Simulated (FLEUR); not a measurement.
# Nb (Im-3m) in FLEUR: notebook

One crystal, Nb, is run at these levels: PBE; tasks: equation of state.

Program: FLEUR MaX-R8.1 (later development tree). These are calculated values, not measurements. Logs are shortened: lines on timing, memory, paths and dates and some standing lists are left out, and cuts for length are marked.

**The experiment to reproduce.**

“Pressure effects on the electronic structure and superconductivity of (TaNb)0.67(HfZrTi)0.33 high entropy alloy”, 2019, arxiv:1910.08312 quotes, for a bulk crystal of Nb: bulk modulus 169 GPa.

The runs below are set against these values where they give the same quantity.

### 1 Starting point

It takes space group Im-3m (No. 229, cubic). The conventional cell has a = 3.328 Å, b = 3.328 Å, c = 3.328 Å, α = 90.00°, β = 90.00°, γ = 90.00°. Nb (site symmetry m-3m) is surrounded by 8 Nb at 2.88 Å.

### 2 Equation of state, PBE, 17.32 Å³/atom (volume scaled by 0.94)

inp.xml

```xml
<?xml version="1.0" encoding="UTF-8" standalone="no"?>
<fleurInput fleurInputVersion="0.39">
   <comment>
      Nb                                                                                                  
   </comment>
   <calculationSetup>
      <cutoffs Kmax="3.8" Gmax="11.8" GmaxXC="11.8" numbands="0"/>
      <scfLoop itmax="60" minDistance="0.00001" maxIterBroyd="15" imix="Anderson" alpha="0.05" precondParam="0.0" spinf="2.0" sdNocoIR="T"/>
      <coreElectrons ctail="T" frcor="F" kcrel="0" coretail_lmax="0"/>
      <xcFunctional name="pbe" relativisticCorrections="F"/>
      <magnetism jspins="1"/>
      <soc l_soc="F" theta="0.0" phi="0.0" spav="F"/>
      <expertModes spex="0" secvar="F"/>
      <geometryOptimization l_f="F" forcealpha="1.0" forcemix="BFGS" epsdisp="0.0005" epsforce="0.0002"/>
      <ldaU l_linMix="F" mixParam="0.05" spinf="1.0"/>
   </calculationSetup>
   <cell>
      <bzIntegration valenceElectrons="13.0" mode="hist" fermiSmearingEnergy="0.00183747">
         <kPointListSelection listName="default-1"/>
         <!-- k-points included here -->
         <xi:include xmlns:xi="http://www.w3.org/2001/XInclude" href="kpts.xml"> </xi:include>
      </bzIntegration>
      <!-- symmetry operations included here -->
      <xi:include xmlns:xi="http://www.w3.org/2001/XInclude" href="sym.xml"> </xi:include>
      <bulkLattice scale="0.9795861087">
         <bravaisMatrix>
            <row-1>   -3.1444097850281700     3.1444097850281700     3.1444097850281700</row-1>
            <row-2>    3.1444097850281700    -3.1444097850281700     3.1444097850281700</row-2>
            <row-3>    3.1444097850281700     3.1444097850281700    -3.1444097850281700</row-3>
         </bravaisMatrix>
      </bulkLattice>
   </cell>
   <atomSpecies>
      <species name="Niobium (Nb)" element="Nb" atomicNumber="41">
         <mtSphere radius="2.47" gridPoints="833" logIncrement="0.015"/>
         <atomicCutoffs lmax="10" lnonsphr="8"/>
         <electronConfig flipSpins="F">
            <coreConfig>(1s1/2) (2s1/2) (2p1/2) (2p3/2) (3s1/2) (3p1/2) (3p3/2) (3d3/2) (3d5/2)</coreConfig>
            <valenceConfig>(4s1/2) (4p1/2) (4p3/2) (5s1/2) (4d3/2) (4d5/2)</valenceConfig>
            <stateOccupation state="(5s1/2)" spinUp="0.500000" spinDown="0.500000"/>
            <stateOccupation state="(4d3/2)" spinUp="0.800000" spinDown="0.800000"/>
            <stateOccupation state="(4d5/2)" spinUp="1.200000" spinDown="1.200000"/>
         </electronConfig>
         <energyParameters s="5" p="5" d="4" f="4"/>
         <lo type="SCLO" l="0" n="4" eDeriv="0"/>
         <lo type="SCLO" l="1" n="4" eDeriv="0"/>
         <lo type="SCLO" l="1" n="4" eDeriv="1"/>
         <lo type="SCLO" l="2" n="4" eDeriv="2"/>
         <lo type="SCLO" l="3" n="4" eDeriv="2"/>
      </species>
   </atomSpecies>
   <atomGroups>
      <atomGroup species="Niobium (Nb)">
         <relPos label="                   1">.0000000000 .0000000000 .0000000000</relPos>
         <force calculate="T" relaxXYZ="TTT"/>
      </atomGroup>
   </atomGroups>
   <output dos="F" band="F" slice="F">
      <checks vchk="F" cdinf="F"/>
      <bandDOS minEnergy="-.5*Htr" maxEnergy="0.5*Htr" sigma="0.015" storeEVData="T"/>
      <vacuumDOS vacdos="F" integ="F" star="F" nstars="0" locx1="0.0" locy1="0.0" locx2="0.0" locy2="0.0" nstm="0" tworkf="0.0"/>
      <unfoldingBand unfoldBand="F" supercellX="1" supercellY="1" supercellZ="1"/>
      <plotting iplot="0" polar="F">
         <plot TwoD="T" vec1="  1.0  0.0  0.0" vec2="  0.0  1.0  0.0" vec3="  0.0  0.0  1.0" zero="  0.0  0.0  0.0" file="plot"/>
      </plotting>
      <chargeDensitySlicing numkpt="0" minEigenval="0.0" maxEigenval="0.0" nnne="0" pallst="F"/>
      <specialOutput eonly="F"/>
      <moessbauerParams electricFieldGradient="T" isomerShift="T" coreHyperfine="T" valenceHyperfine="T"/>
      <magneticCircularDichroism mcd="F" energyLo="-10.0" energyUp="0.0"/>
   </output>
  <!-- We include the file relax.xml here to enable relaxations (see documentation) -->
  <xi:include xmlns:xi="http://www.w3.org/2001/XInclude" href="relax.xml"> <xi:fallback/> </xi:include>
</fleurInput>
```

Potentials or basis: all-electron, FLAPW.

On the command line:

```bash
$ inpgen -f crystal.txt -profile fastHighL
$ # inp.xml edited to the form shown
$ fleur_MPI
```

Output:

```text
Welcome to FLEUR        (www.flapw.de)
      MaX-Release 8.1          (www.max-centre.eu)

 ========== k-point set info ==========
 Selected k-point list: default-1
 k-point list type: mesh
 11 x 11 x 11
 Number of k points: 56

 ------------Calculation Setup---------------------------
 Number of MPI-tasks      :            1
 Number of PE/node        :            1
 Number of OMP-threads    :            1
 Most efficient MPI parallelization for:
           1           2           4           7           8          14          28          56
 Additional eigenvalue parallelization possible
 Number of basis functions:          151
 Approximate size of matrices (H+S) per k-point:         0.000 GB
 --------------------------------------------------------
 Iteration:     1   Distance:      11.92336823 me/bohr^3
 Iteration:     2   Distance:      10.96247034 me/bohr^3
 Iteration:     3   Distance:       4.43527171 me/bohr^3
 Iteration:     4   Distance:       2.57225460 me/bohr^3
 Iteration:     5   Distance:       1.38633684 me/bohr^3
 Iteration:     6   Distance:       0.12899498 me/bohr^3
 Iteration:     7   Distance:       0.09325695 me/bohr^3
 Iteration:     8   Distance:       0.00743467 me/bohr^3
 Iteration:     9   Distance:       0.00384277 me/bohr^3
 Iteration:    10   Distance:       0.00091281 me/bohr^3
 Iteration:    11   Distance:       0.00022252 me/bohr^3
 Iteration:    12   Distance:       0.00004102 me/bohr^3
 Iteration:    13   Distance:       0.00000147 me/bohr^3

 ********************************************************************
 Run finished successfully
 Stop message:
   all done
 ********************************************************************
```

out.xml (last iteration):

```text
<iteration numberForCurrentRun="   13" overallNumber="   13">
         <energyParameters units="Htr">
            <atomicEP atomType="1" spin="1" branch="5s" branchLowest="-1.44" branchHighest="2.55" value="0.3472020701"/>
            <atomicEP atomType="1" spin="1" branch="5p" branchLowest="-0.51" branchHighest="3.22" value="0.4587377843"/>
            <atomicEP atomType="1" spin="1" branch="4d" branchLowest="-6.55" branchHighest="0.95" value="0.4704895514"/>
            <atomicEP atomType="1" spin="1" branch="4f" branchLowest="-9.99" branchHighest="2.44" value="0.7177146548"/>
            <loAtomicEP atomType="1" spin="1" branch="4s" branchLowest="-15.46" branchHighest="-1.44" value="-1.4847152239"/>
            <loAtomicEP atomType="1" spin="1" branch="4p" branchLowest="-12.08" branchHighest="-0.51" value="-0.6102892904"/>
            <loAtomicEP atomType="1" spin="1" branch="4p" branchLowest="-12.08" branchHighest="-0.51" value="-0.6102892904"/>
            <loAtomicEP atomType="1" spin="1" branch="4d" branchLowest="-6.55" branchHighest="0.95" value="0.4694335618"/>
            <loAtomicEP atomType="1" spin="1" branch="4f" branchLowest="-9.99" branchHighest="2.44" value="0.7177169200"/>
         </energyParameters>
         <eigenvalues>
            <eigenvaluesAt spin="1" ikpt="1" k_x="0.00000000" k_y="0.00000000" k_z="0.00000000">
                      -1.4948090176       -0.5841411523       -0.5841411523       -0.5841411523        0.2810522780
                       0.5134654343        0.5134654343        0.5134654343        0.6252727955        0.6252727955
                       1.0237217823
            </eigenvaluesAt>
            <eigenvaluesAt spin="1" ikpt="2" k_x="0.00000000" k_y="0.00000000" k_z="0.09090909">
                      -1.4939903167       -0.5889850197       -0.5856038151       -0.5841897039        0.2939594203
                       0.5054246134        0.5111731852        0.5259949233        0.6137126428        0.6252358808
                       1.0341203357
            </eigenvaluesAt>
            <eigenvaluesAt spin="1" ikpt="3" k_x="0.00000000" k_y="0.00000000" k_z="0.18181818">
                      -1.4917743232       -0.6016049585       -0.5894656393       -0.5843134496        0.3271516331
                       0.4859823661        0.5012475397        0.5624538533        0.6016918319        0.6269510616
                       1.0484063593
            </eigenvaluesAt>
            <eigenvaluesAt spin="1" ikpt="4" k_x="0.00000000" k_y="0.00000000" k_z="0.27272727">
                      -1.4888308172       -0.6174307388       -0.5944114422       -0.5844792238        0.3596045096
                       0.4639019004        0.4989853785        0.6085788398        0.6185529387        0.6329797473
                       1.0227729874
            </eigenvaluesAt>
         </eigenvalues>
         <bandgap value="0.0171809222" units="eV"/>
         <sumValenceSingleParticleEnergies value="-4.4544535323" units="Htr"/>
         <FermiEnergy value="0.4991684730" units="Htr"/>
         <valenceDensity>
            <mtCharges spin="1">
               <mtCharge atomType="1" total="11.0238102" s="2.2646167" p="6.0857304" d="2.6354612" f="0.0316753"/>
            </mtCharges>
            <spinDependentCharge spin="1" total="13.0000000" interstitial="1.9761898" mtSpheres="11.0238102"/>
            <totalCharge value="13.0000000000"/>
         </valenceDensity>
         <coreStates atomType="     1" atomicNumber=" 41" spin="1" kinEnergy="   3872.4300844690" eigValSum="  -2255.3337946337" lostElectrons=" 0.000003">
            <state n="1" l="0" j="0.5" energy="-690.2225582624" weight="1.0000000000"/>
            <state n="2" l="0" j="0.5" energy="-95.9634931718" weight="1.0000000000"/>
            <state n="2" l="1" j="0.5" energy="-88.0099555883" weight="1.0000000000"/>
            <state n="2" l="1" j="1.5" energy="-84.4902150991" weight="2.0000000000"/>
            <state n="3" l="0" j="0.5" energy="-15.4639820891" weight="1.0000000000"/>
            <state n="3" l="1" j="0.5" energy="-12.4699407351" weight="1.0000000000"/>
            <state n="3" l="1" j="1.5" energy="-11.8998073233" weight="2.0000000000"/>
            <state n="3" l="2" j="1.5" energy="-6.6150705337" weight="2.0000000000"/>
            <state n="3" l="2" j="2.5" energy="-6.5089271860" weight="3.0000000000"/>
         </coreStates>
         <allElectronCharges>
            <spinDependentCharge spin="1" total="41.0000000" interstitial="1.9761923" mtSpheres="39.0238077"/>
            <totalCharge value="40.9999999982"/>
         </allElectronCharges>
         <moessbauerParams unitsHFF="kG" unitsIS="e/bohr^3" unitsEFG="Htr/bohr^2">
            <coreIsomerShift atomType="1" isTotal="83122.01456">
               <shell n="1" l="0" isomerShift="73545.37621"/>
               <shell n="2" l="0" isomerShift="8018.92928"/>
               <shell n="2" l="1" isomerShift="123.08037"/>
               <shell n="3" l="0" isomerShift="1411.86605"/>
               <shell n="3" l="1" isomerShift="22.76265"/>
               <shell n="3" l="2" isomerShift="0.00000"/>
            </coreIsomerShift>
            <isomerShift atomType="1" nucleusRadius="0.0001070" averageDensity="83366.82123"/>
            <electricFieldGradient atomType="1" VXX="0.00000" VYY="0.00000" VZZ="0.00000" asymParam="0.00000">
            </electricFieldGradient>
         </moessbauerParams>
         <totalEnergy                                    value="    -3820.4728276673" units="Htr">
            <sumOfEigenvalues                            value="    -2259.7882481660">
               <coreElectrons value="-2255.3337946337"/>
               <valenceElectrons value="-4.4544535323"/>
            </sumOfEigenvalues>
            <densityCoulombPotentialIntegral value="-6059.1196968864"/>
            <densityEffectivePotentialIntegral value="-6214.3735667131"/>
            <chargeDenXCDenIntegral value="-119.1246087207"/>
            <FockExchangeEnergyValence value="0.0000000000"/>
            <FockExchangeEnergyCore value="0.0000000000"/>
            <atomTypeDependentContributions atomType="1">
               <electronNucleiInteractionDifferentMTs value="4601.5047455806"/>
               <MadelungTerm value="-24.8689434698"/>
            </atomTypeDependentContributions>
            <tkbTimesEntropy value="0.0005779829"/>
            <freeEnergy value="-3820.4734056502"/>
            <extrapolationTo0K value="-3820.4731166587"/>
         </totalEnergy>
         <densityConvergence units="me/bohr^3">
            <chargeDensity spin="1" distance="0.0000014726"/>
         </densityConvergence>
      </iteration>
```

Wall time 9 s (1 thread of Arm Neoverse V1, shared host); peak memory 0.06 GiB.

Results:

```
Free energy                                           : -103960.3775 eV
Band gap on the k mesh                                : none (metal or under the smearing width)
Valence electrons inside the program's atomic spheres : Nb 11.02 (radii Nb 2.47 bohr)
```

### 3 Equation of state, PBE, 17.69 Å³/atom (volume scaled by 0.96)

Changes to inp.xml since step 2:

```diff
@@ -24,3 +24,3 @@
       <xi:include xmlns:xi="http://www.w3.org/2001/XInclude" href="sym.xml"> </xi:include>
-      <bulkLattice scale="0.9795861087">
+      <bulkLattice scale="0.9864848297">
          <bravaisMatrix>
```

Potentials or basis: all-electron, FLAPW.

On the command line:

```bash
$ inpgen -f crystal.txt -profile fastHighL
$ # inp.xml edited to the form shown
$ fleur_MPI
```

It took 9.1 s on 1 thread of Arm Neoverse V1, shared host; peak memory 0.06 GiB.

It converged, with:

```yaml
Free_energy: -103960.3941 eV
Band_gap_on_the_k_mesh: none (metal or under the smearing width)
Valence_electrons_inside_the_program's_atomic_spheres: Nb 10.98 (radii Nb 2.47 bohr)
```

### 4 Equation of state, PBE, 18.06 Å³/atom (volume scaled by 0.98)

Changes to inp.xml since step 3:

```diff
@@ -24,3 +24,3 @@
       <xi:include xmlns:xi="http://www.w3.org/2001/XInclude" href="sym.xml"> </xi:include>
-      <bulkLattice scale="0.9864848297">
+      <bulkLattice scale="0.9932883884">
          <bravaisMatrix>
```

On the command line:

```bash
$ inpgen -f crystal.txt -profile fastHighL
$ # inp.xml edited to the form shown
$ fleur_MPI
```

It took 9.2 s on 1 thread of Arm Neoverse V1, shared host; peak memory 0.06 GiB.

Results (log left out):

- Free energy: -103960.4017 eV
- Band gap on the k mesh: none (metal or under the smearing width)
- Valence electrons inside the program's atomic spheres: Nb 10.95 (radii Nb 2.47 bohr)

### 5 Equation of state, PBE, 18.43 Å³/atom

Changes to inp.xml since step 4:

```diff
@@ -24,3 +24,3 @@
       <xi:include xmlns:xi="http://www.w3.org/2001/XInclude" href="sym.xml"> </xi:include>
-      <bulkLattice scale="0.9932883884">
+      <bulkLattice scale="1.0000000000">
          <bravaisMatrix>
```

On the command line:

```bash
$ inpgen -f crystal.txt -profile fastHighL
$ # inp.xml edited to the form shown
$ fleur_MPI
```

Wall time 9.5 s (1 thread of Arm Neoverse V1, shared host); peak memory 0.06 GiB.

It converged, with:

```
Free energy                                           : -103960.4011 eV
Band gap on the k mesh                                : none (metal or under the smearing width)
Valence electrons inside the program's atomic spheres : Nb 10.91 (radii Nb 2.47 bohr)
```

### 6 Equation of state, PBE, 18.80 Å³/atom (volume scaled by 1.02)

Changes to inp.xml since step 5:

```diff
@@ -24,3 +24,3 @@
       <xi:include xmlns:xi="http://www.w3.org/2001/XInclude" href="sym.xml"> </xi:include>
-      <bulkLattice scale="1.0000000000">
+      <bulkLattice scale="1.0066227096">
          <bravaisMatrix>
```

Potentials or basis: all-electron, FLAPW.

On the command line:

```bash
$ inpgen -f crystal.txt -profile fastHighL
$ # inp.xml edited to the form shown
$ fleur_MPI
```

Wall time 9.5 s (1 thread of Arm Neoverse V1, shared host); peak memory 0.06 GiB.

The run converged. Its results:

```
Free energy                                           : -103960.3928 eV
Band gap on the k mesh                                : none (metal or under the smearing width)
Valence electrons inside the program's atomic spheres : Nb 10.88 (radii Nb 2.47 bohr)
```

### 7 Equation of state, PBE, 19.17 Å³/atom (volume scaled by 1.04)

Changes to inp.xml since step 6:

```diff
@@ -24,3 +24,3 @@
       <xi:include xmlns:xi="http://www.w3.org/2001/XInclude" href="sym.xml"> </xi:include>
-      <bulkLattice scale="1.0066227096">
+      <bulkLattice scale="1.0131594038">
          <bravaisMatrix>
```

On the command line:

```bash
$ inpgen -f crystal.txt -profile fastHighL
$ # inp.xml edited to the form shown
$ fleur_MPI
```

It took 9.8 s on 1 thread of Arm Neoverse V1, shared host; peak memory 0.06 GiB.

Results (log left out):

| Item | Value |
| --- | --- |
| Free energy | -103960.3775 eV |
| Band gap on the k mesh | none (metal or under the smearing width) |
| Valence electrons inside the program's atomic spheres | Nb 10.85 (radii Nb 2.47 bohr) |

### 8 Equation of state, PBE, 19.53 Å³/atom (volume scaled by 1.06)

Changes to inp.xml since step 7:

```diff
@@ -24,3 +24,3 @@
       <xi:include xmlns:xi="http://www.w3.org/2001/XInclude" href="sym.xml"> </xi:include>
-      <bulkLattice scale="1.0131594038">
+      <bulkLattice scale="1.0196128224">
          <bravaisMatrix>
```

On the command line:

```bash
$ inpgen -f crystal.txt -profile fastHighL
$ # inp.xml edited to the form shown
$ fleur_MPI
```

Run time: 9.9 s. Hardware: 1 thread of Arm Neoverse V1, shared host; peak memory 0.06 GiB.

It converged, with:

```
Free energy                                           : -103960.3559 eV
Band gap on the k mesh                                : none (metal or under the smearing width)
Valence electrons inside the program's atomic spheres : Nb 10.82 (radii Nb 2.47 bohr)
```

### 9 Equation of state, PBE

Potentials or basis: all-electron, FLAPW.

No new run: the results of the series are fitted here.

Results:

- Equilibrium volume: 18.21 Å³/atom
- Bulk modulus: 171 GPa
- Pressure derivative of the bulk modulus: 3.3

Energy against volume, from the lowest point:
```csv
volume (Å³/atom),energy (meV/atom)
17.322,24.17
17.691,7.56
18.060,0.00
18.428,0.57
18.797,8.89
19.165,24.16
19.534,45.73
```

### 10 Comparison with measurements

Step 9. A measured bulk modulus of Nb is 169 GPa (quoted in “Pressure effects on the electronic structure and superconductivity of (TaNb)0.67(HfZrTi)0.33 high entropy alloy”, 2019, arxiv:1910.08312); the calculated 171 GPa misses it by +1.4 %. The fit is for a static lattice scaled at fixed shape and fixed fractional positions.
